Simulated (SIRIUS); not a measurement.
# CaF2 (Fluorite) (Fm-3m) in SIRIUS: convergence with k mesh

Aim: find how far k mesh must go before the results for CaF2 (Fluorite) settle, at PBE. This setting moves, with any that are tied to it; all else stays.

Everything below comes from runs of SIRIUS 7.10.0. Logs are shortened: lines on timing, memory, paths and dates and some standing lists are left out, and cuts for length are marked. The log counts tension as positive stress, the text compression.

## Step 1: The crystal as given

Symmetry: Fm-3m, No. 225, cubic system. The conventional cell has a = 5.462 Å, b = 5.462 Å, c = 5.462 Å, α = 90.00°, β = 90.00°, γ = 90.00°. Around Ca (site symmetry m-3m) lie 8 F at 2.37 Å. F (site symmetry -43m) has 4 Ca at 2.37 Å as nearest neighbours.

## Step 2: With k mesh 2 × 2 × 2

Input file sirius.json:

```json
{
  "control": {
    "processing_unit": "cpu",
    "verbosity": 2,
    "num_bands_to_print": 20,
    "print_forces": true,
    "print_stress": true
  },
  "parameters": {
    "electronic_structure_method": "pseudopotential",
    "xc_functionals": ["XC_GGA_X_PBE", "XC_GGA_C_PBE"],
    "gk_cutoff": 6.4,
    "pw_cutoff": 20.0,
    "ngridk": [2, 2, 2],
    "shiftk": [0, 0, 0],
    "smearing": "gaussian",
    "smearing_width": 0.0018374661,
    "num_bands": 20,
    "num_mag_dims": 0,
    "num_dft_iter": 100,
    "energy_tol": 1e-08,
    "density_tol": 1e-06
  },
  "iterative_solver": {
    "type": "davidson",
    "min_tolerance": 1e-10
  },
  "mixer": {
    "type": "anderson",
    "beta": 0.7,
    "max_history": 8
  },
  "settings": {
    "tol_ne": 1e-10
  },
  "unit_cell": {
    "lattice_vectors": [
      [0.0, 5.160842046353, 5.160842046353],
      [5.160842046353, 0.0, 5.160842046353],
      [5.160842046353, 5.160842046353, 0.0]
    ],
    "atom_coordinate_units": "lattice",
    "atom_types": ["Ca", "F"],
    "atom_files": {
      "Ca": "Ca.json",
      "F": "F.json"
    },
    "atoms": {
      "Ca": [
        [0.0, 0.0, 0.0]
      ],
      "F": [
        [0.75, 0.75, 0.75],
        [0.25, 0.25, 0.25]
      ]
    }
  }
}
```

Potentials or basis: GBRV 1.5 PBE (ultrasoft).

Launch:

```
> upf_to_json ca_pbe_v1.uspp.F.UPF
> upf_to_json f_pbe_v1.4.uspp.F.UPF
> OMP_NUM_THREADS=1 sirius.scf --input=sirius.json --output=out.json --task=0
```

Wall time 8 s (1 thread of Arm Neoverse V1, shared host); peak memory 0.27 GiB.

Results:

| Quantity | Value |
| --- | --- |
| Free energy | -2349.8041 eV |
| Pressure | 2.3 GPa |
| Band gap on the k mesh | 7.28 eV, indirect (least direct gap 7.53 eV) |

## Step 3: With k mesh 3 × 3 × 3

Changes to sirius.json since step 2:

```diff
@@ -13,3 +13,3 @@
     "pw_cutoff": 20.0,
-    "ngridk": [2, 2, 2],
+    "ngridk": [3, 3, 3],
     "shiftk": [0, 0, 0],
```

Potentials or basis: GBRV 1.5 PBE (ultrasoft).

Launch:

```
> upf_to_json ca_pbe_v1.uspp.F.UPF
> upf_to_json f_pbe_v1.4.uspp.F.UPF
> OMP_NUM_THREADS=1 sirius.scf --input=sirius.json --output=out.json --task=0
```

Run time: 8.5 s. Hardware: 1 thread of Arm Neoverse V1, shared host; peak memory 0.27 GiB.

What came out:

```yaml
Free_energy: -2349.8404 eV
Pressure: 1.9 GPa
Band_gap_on_the_k_mesh: 7.45 eV, indirect (least direct gap 7.55 eV)
```

## Step 4: With k mesh 4 × 4 × 4

Changes to sirius.json since step 3:

```diff
@@ -13,3 +13,3 @@
     "pw_cutoff": 20.0,
-    "ngridk": [3, 3, 3],
+    "ngridk": [4, 4, 4],
     "shiftk": [0, 0, 0],
```

Launch:

```
> upf_to_json ca_pbe_v1.uspp.F.UPF
> upf_to_json f_pbe_v1.4.uspp.F.UPF
> OMP_NUM_THREADS=1 sirius.scf --input=sirius.json --output=out.json --task=0
```

It took 10 s on 1 thread of Arm Neoverse V1, shared host; peak memory 0.28 GiB.

What came out:

- Free energy: -2349.8417 eV
- Pressure: 1.9 GPa
- Band gap on the k mesh: 7.29 eV, indirect (least direct gap 7.55 eV)

## Step 5: With k mesh 6 × 6 × 6

Changes to sirius.json since step 4:

```diff
@@ -13,3 +13,3 @@
     "pw_cutoff": 20.0,
-    "ngridk": [4, 4, 4],
+    "ngridk": [6, 6, 6],
     "shiftk": [0, 0, 0],
@@ -37,6 +37,7 @@
     "lattice_vectors": [
-      [0.0, 5.160842046353, 5.160842046353],
-      [5.160842046353, 0.0, 5.160842046353],
-      [5.160842046353, 5.160842046353, 0.0]
+      [0.0, 0.707106781187, 0.707106781187],
+      [0.707106781187, 0.0, 0.707106781187],
+      [0.707106781187, 0.707106781187, 0.0]
     ],
+    "lattice_vectors_scale": 7.2985328152,
     "atom_coordinate_units": "lattice",
```

Launch:

```
> upf_to_json ca_pbe_v1.uspp.F.UPF
> upf_to_json f_pbe_v1.4.uspp.F.UPF
> OMP_NUM_THREADS=1 sirius.scf --input=sirius.json --output=out.json --task=0
```

Wall time 14 s (1 thread of Arm Neoverse V1, shared host); peak memory 0.29 GiB.

The run converged. Its results:

```
Free energy            : -2349.8416 eV
Pressure               : 1.9 GPa
Band gap on the k mesh : 7.29 eV
```

## Step 6: With k mesh 7 × 7 × 7

Changes to sirius.json since step 5:

```diff
@@ -13,3 +13,3 @@
     "pw_cutoff": 20.0,
-    "ngridk": [6, 6, 6],
+    "ngridk": [7, 7, 7],
     "shiftk": [0, 0, 0],
```

Potentials or basis: GBRV 1.5 PBE (ultrasoft).

Launch:

```
> upf_to_json ca_pbe_v1.uspp.F.UPF
> upf_to_json f_pbe_v1.4.uspp.F.UPF
> OMP_NUM_THREADS=1 sirius.scf --input=sirius.json --output=out.json --task=0
```

Wall time 16 s (1 thread of Arm Neoverse V1, shared host); peak memory 0.3 GiB.

Results (log left out):

| Quantity | Value |
| --- | --- |
| Free energy | -2349.8416 eV |
| Pressure | 1.9 GPa |
| Band gap on the k mesh | 7.32 eV |

## Step 7: With k mesh 8 × 8 × 8

Changes to sirius.json since step 6:

```diff
@@ -13,3 +13,3 @@
     "pw_cutoff": 20.0,
-    "ngridk": [7, 7, 7],
+    "ngridk": [8, 8, 8],
     "shiftk": [0, 0, 0],
@@ -37,7 +37,6 @@
     "lattice_vectors": [
-      [0.0, 0.707106781187, 0.707106781187],
-      [0.707106781187, 0.0, 0.707106781187],
-      [0.707106781187, 0.707106781187, 0.0]
+      [0.0, 5.160842046353, 5.160842046353],
+      [5.160842046353, 0.0, 5.160842046353],
+      [5.160842046353, 5.160842046353, 0.0]
     ],
-    "lattice_vectors_scale": 7.2985328152,
     "atom_coordinate_units": "lattice",
```

Launch:

```
> upf_to_json ca_pbe_v1.uspp.F.UPF
> upf_to_json f_pbe_v1.4.uspp.F.UPF
> OMP_NUM_THREADS=1 sirius.scf --input=sirius.json --output=out.json --task=0
```

Wall time 20 s (1 thread of Arm Neoverse V1, shared host); peak memory 0.32 GiB.

The run converged. Its results:

```
Free energy            : -2349.8415 eV
Pressure               : 1.9 GPa
Band gap on the k mesh : 7.29 eV
```

## Step 8: With k mesh 10 × 10 × 10

Changes to sirius.json since step 7:

```diff
@@ -13,3 +13,3 @@
     "pw_cutoff": 20.0,
-    "ngridk": [8, 8, 8],
+    "ngridk": [10, 10, 10],
     "shiftk": [0, 0, 0],
```

Launch:

```
> upf_to_json ca_pbe_v1.uspp.F.UPF
> upf_to_json f_pbe_v1.4.uspp.F.UPF
> OMP_NUM_THREADS=1 sirius.scf --input=sirius.json --output=out.json --task=0
```

Run time: 30 s. Hardware: 1 thread of Arm Neoverse V1, shared host; peak memory 0.36 GiB.

The run converged. Its results:

```
Free energy            : -2349.8416 eV
Pressure               : 1.9 GPa
Band gap on the k mesh : 7.29 eV
```

## Step 9: With k mesh 12 × 12 × 12

Changes to sirius.json since step 8:

```diff
@@ -13,3 +13,3 @@
     "pw_cutoff": 20.0,
-    "ngridk": [10, 10, 10],
+    "ngridk": [12, 12, 12],
     "shiftk": [0, 0, 0],
```

Potentials or basis: GBRV 1.5 PBE (ultrasoft).

Launch:

```
> upf_to_json ca_pbe_v1.uspp.F.UPF
> upf_to_json f_pbe_v1.4.uspp.F.UPF
> OMP_NUM_THREADS=1 sirius.scf --input=sirius.json --output=out.json --task=0
```

Standard output:

```text
[info] SIRIUS version : 7.10.0
[info] number of MPI ranks           : 1
[info] MPI grid                      : 1 1
[info] maximum number of OMP threads : 1
[fft] FFT context for density and potential
[fft] =====================================
[fft]   comm size                             : 1
[fft]   plane wave cutoff                     : 20
[fft]   grid size                             : 50 50 50   total : 125000
[fft]   grid limits                           : -24 25   -24 25   -24 25
[fft]   number of G-vectors within the cutoff : 18559
[fft]   local number of G-vectors             : 18559
[fft]   number of G-shells                    : 992
[fft] FFT context for coarse grid
[fft] =====================================
[fft]   comm size                             : 1
[fft]   plane wave cutoff                     : 12.8
[fft]   grid size                             : 32 32 32   total : 32768
[fft]   grid limits                           : -15 16   -15 16   -15 16
[fft]   number of G-vectors within the cutoff : 4861
[fft]   local number of G-vectors             : 4861
[fft]   number of G-shells                    : 295
[unit cell] lattice vectors
[unit cell]   a1 :       0.0000000000      5.1608420464      5.1608420464
[unit cell]   a2 :       5.1608420464      0.0000000000      5.1608420464
[unit cell]   a3 :       5.1608420464      5.1608420464      0.0000000000
[unit cell] reciprocal lattice vectors
[unit cell]   b1 :      -0.6087364475      0.6087364475      0.6087364475
[unit cell]   b2 :       0.6087364475     -0.6087364475      0.6087364475
[unit cell]   b3 :       0.6087364475      0.6087364475     -0.6087364475
[unit cell] unit cell volume :       274.91073389 [a.u.^3]
[unit cell] 1/sqrt(omega)    :         0.06031206
[unit cell] MT volume        :         0.00000000 ( 0.00%)
[unit cell] IT volume        :       274.91073389 (100.00%)
[unit cell] number of atom types : 2
[unit cell] type id : 0 symbol : Ca mt_radius : 202.219119 num_atoms : 1
[unit cell] type id : 1 symbol :  F mt_radius : 206.066270 num_atoms : 2
[unit cell] total number of atoms : 3
[unit cell] number of symmetry classes : 2
[unit cell] number of PAW atoms : 0
[unit cell] atom id  type id  class id             position                      vector_field
[unit cell] ------------------------------------------------------------------------------------------
[unit cell]      0        0        0      0.00000   0.00000   0.00000      0.00000   0.00000   0.00000
[unit cell]      1        1        1      0.75000   0.75000   0.75000      0.00000   0.00000   0.00000
[unit cell]      2        1        1      0.25000   0.25000   0.25000      0.00000   0.00000   0.00000
[unit cell] atom id         position (Cartesian, a.u.)
[unit cell] ---------------------------------------------
[unit cell]      0       0.000000    0.000000    0.000000
[unit cell]      1       7.741263    7.741263    7.741263
[unit cell]      2       2.580421    2.580421    2.580421
[unit cell] class id : 0 atom id : 0
[unit cell] class id : 1 atom id : 1 2
[unit cell] minimum bond length:     4.469420
[unit cell] total number of pseudo wave-functions: 18
[... 341 lines left out ...]
[diagonalize] ik:   70   -1.199184   -0.614697   -0.600356   -0.504027   -0.495202   -0.481411    0.033651    0.053343    0.074127    0.097685    0.112649    0.121562    0.430732    0.480107    0.485650    0.501206    0.523574    0.658123    0.659931    0.704556
[diagonalize] ik:   71   -1.199183   -0.607977   -0.607977   -0.504049   -0.487841   -0.487841    0.041092    0.045613    0.085571    0.085571    0.113636    0.120510    0.434245    0.481980    0.488789    0.488789    0.523759    0.654185    0.698965    0.698965
[find] Charges and magnetic moments
[find] --------------------------------------------------------------------------------
[find] total charge          : 24.000000
[find] Energy
[find] --------------------------------------------------------------------------------
[find] valence_eval_sum               :      -6.81825909
[find] <rho|V^{XC}>                   :     -19.16573930
[find] <rho|E^{XC}>                   :     -15.43340048
[find] <mag|B^{XC}>                   :       0.00000000
[find] <rho|V^{H}>                    :      46.48635470
[find] one-electron contribution      :     -34.13887449 (Ha),     -68.27774898 (Ry)
[find] hartree contribution           :      23.24317735
[find] xc contribution                :     -15.43340048
[find] ewald contribution             :     -60.02598868
[find] PAW contribution               :       0.00000000
[find] smearing (-TS)                 :       0.00000000
[find] SCF correction                 :      -0.00000002
[find] Total energy                   :     -86.35508633 (Ha),    -172.71017265 (Ry)
[find] Free energy (E-TS)             :     -86.35508633 (Ha),    -172.71017265 (Ry)
[find] band gap (eV)                  :       7.29093138
[find] Efermi                         :       0.33879349
[find] iteration : 15, RMS : 7.053784076431e-10, energy difference : 3.964828465541e-12
[find] Hartree energy of density residual : 1.523759313365e-16
[find] bands are converged : true
[find] iterative solver converged : true
[find] converged after 16 SCF iterations!
[find] Charges and magnetic moments
[find] --------------------------------------------------------------------------------
[find] total charge          : 24.000000
[find] Energy
[find] --------------------------------------------------------------------------------
[find] valence_eval_sum               :      -6.81825909
[find] <rho|V^{XC}>                   :     -19.16573930
[find] <rho|E^{XC}>                   :     -15.43340048
[find] <mag|B^{XC}>                   :       0.00000000
[find] <rho|V^{H}>                    :      46.48635470
[find] one-electron contribution      :     -34.13887449 (Ha),     -68.27774898 (Ry)
[find] hartree contribution           :      23.24317735
[find] xc contribution                :     -15.43340048
[find] ewald contribution             :     -60.02598868
[find] PAW contribution               :       0.00000000
[find] smearing (-TS)                 :       0.00000000
[find] SCF correction                 :      -0.00000002
[find] Total energy                   :     -86.35508633 (Ha),    -172.71017265 (Ry)
[find] Free energy (E-TS)             :     -86.35508633 (Ha),    -172.71017265 (Ry)
[find] band gap (eV)                  :       7.29093138
[find] Efermi                         :       0.33879349
[ground_state] === stress tensor components [kbar] ===
[ground_state] === stress_kin ===
[ground_state] -20237.546725   -0.000000   -0.000000
[ground_state]    -0.000000-20237.546725    0.000000
[ground_state]    -0.000000    0.000000-20237.546725
[ground_state] === stress_har ===
[ground_state] -8291.634496   -0.000000    0.000000
[ground_state]    -0.000000-8291.634496    0.000000
[ground_state]     0.000000    0.000000-8291.634496
[ground_state] === stress_ewald ===
[ground_state] 21413.318453    0.000000   -0.000000
[ground_state]     0.00000021413.318453   -0.000000
[ground_state]    -0.000000   -0.00000021413.318453
[ground_state] === stress_vloc ===
[ground_state]  5464.665801    0.000000   -0.000000
[ground_state]     0.000000 5464.665801   -0.000000
[ground_state]    -0.000000   -0.000000 5464.665801
[ground_state] === stress_xc ===
[ground_state]  4269.101395    0.000000   -0.000000
[ground_state]     0.000000 4269.101395   -0.000000
[ground_state]    -0.000000   -0.000000 4269.101395
[ground_state] === stress_core ===
[ground_state]   909.265581    0.000000   -0.000000
[ground_state]     0.000000  909.265581   -0.000000
[ground_state]    -0.000000   -0.000000  909.265581
[ground_state] === stress_nonloc ===
[ground_state]    15.591302    0.000000    0.000000
[ground_state]     0.000000   15.591302   -0.000000
[ground_state]     0.000000   -0.000000   15.591302
[ground_state] === stress_us ===
[ground_state] -3561.805304   -0.000000    0.000000
[ground_state]    -0.000000-3561.805304    0.000000
[ground_state]     0.000000    0.000000-3561.805304
[ground_state] === stress_us_nl ===
[ground_state] -3546.214003   -0.000000    0.000000
[ground_state]    -0.000000-3546.214003    0.000000
[ground_state]     0.000000    0.000000-3546.214003
[ground_state] === stress_total ===
[ground_state]   -19.043995   -0.000000   -0.000000
[ground_state]    -0.000000  -19.043995    0.000000
[ground_state]    -0.000000    0.000000  -19.043995
[ground_state] ==== total Forces in Ha/bohr =====
[ground_state] atom:    0, force:       0.0000000      0.0000000      0.0000000
[ground_state] atom:    1, force:      -0.0000000     -0.0000000     -0.0000000
[ground_state] atom:    2, force:      -0.0000000      0.0000000     -0.0000000
[ground_state] ==== ultrasoft contribution from Qij =====
[ground_state] atom:    0, force:       0.0000000      0.0000000      0.0000000
[ground_state] atom:    1, force:      -0.0000000     -0.0000000     -0.0000000
[ground_state] atom:    2, force:       0.0000000     -0.0000000     -0.0000000
[ground_state] ==== non-local contribution from Beta-projector =====
[ground_state] atom:    0, force:       0.0000000      0.0000000      0.0000000
[ground_state] atom:    1, force:      -0.0000000     -0.0000000     -0.0000000
[ground_state] atom:    2, force:      -0.0000000      0.0000000      0.0000000
[ground_state] ==== contribution from local potential =====
[ground_state] atom:    0, force:       0.0000000      0.0000000      0.0000000
[ground_state] atom:    1, force:       0.0000000      0.0000000      0.0000000
[ground_state] atom:    2, force:      -0.0000000      0.0000000     -0.0000000
[ground_state] ==== contribution from core density =====
[ground_state] atom:    0, force:       0.0000000      0.0000000      0.0000000
[ground_state] atom:    1, force:       0.0000000      0.0000000      0.0000000
[ground_state] atom:    2, force:       0.0000000      0.0000000      0.0000000
[ground_state] ==== Ewald forces from ions =====
[ground_state] atom:    0, force:       0.0000000      0.0000000      0.0000000
[ground_state] atom:    1, force:       0.0000000      0.0000000      0.0000000
[ground_state] atom:    2, force:       0.0000000      0.0000000      0.0000000
[~DFT_ground_state] local op. applied: 45372
[~DFT_ground_state] evp. work count: 8441.73
[~DFT_ground_state] number of iterative solver steps: 2594
```

Run time: 41 s. Hardware: 1 thread of Arm Neoverse V1, shared host; peak memory 0.41 GiB.

Results:

- Free energy: -2349.8416 eV
- Pressure: 1.9 GPa
- Band gap on the k mesh: 7.29 eV

## Step 10: Result

| k mesh | energy less the tightest run, at zero smearing (meV/atom) | pressure (GPa) | gap on the mesh (eV) | SCF cycles | CPU time (s) | peak memory (GiB) |
| --- | --- | --- | --- | --- | --- | --- |
| 2 × 2 × 2 | 12.51 | 2.31 | 7.275 | 15 | 8 | 0.27 |
| 3 × 3 × 3 | 0.40 | 1.90 | 7.446 | 15 | 8.5 | 0.27 |
| 4 × 4 × 4 | -0.02 | 1.91 | 7.291 | 15 | 10 | 0.28 |
| 6 × 6 × 6 | -0.01 | 1.91 | 7.291 | 15 | 14 | 0.29 |
| 7 × 7 × 7 | 0.00 | 1.90 | 7.321 | 15 | 16 | 0.3 |
| 8 × 8 × 8 | 0.02 | 1.90 | 7.291 | 15 | 20 | 0.32 |
| 10 × 10 × 10 | 0.00 | 1.91 | 7.291 | 17 | 30 | 0.36 |
| 12 × 12 × 12 | 0.00 | 1.90 | 7.291 | 16 | 41 | 0.41 |

Against the tightest run, the energy stays within 1 meV/atom from 3 × 3 × 3 on; the pressure stays within 0.1 GPa from 3 × 3 × 3 on; the gap on the mesh stays within 0.01 eV from 8 × 8 × 8 on. Meshes of other sizes hit other points, so gaps and Fermi surfaces needn't settle smoothly. The tightest run that finished is the yardstick and may itself not be fully converged.
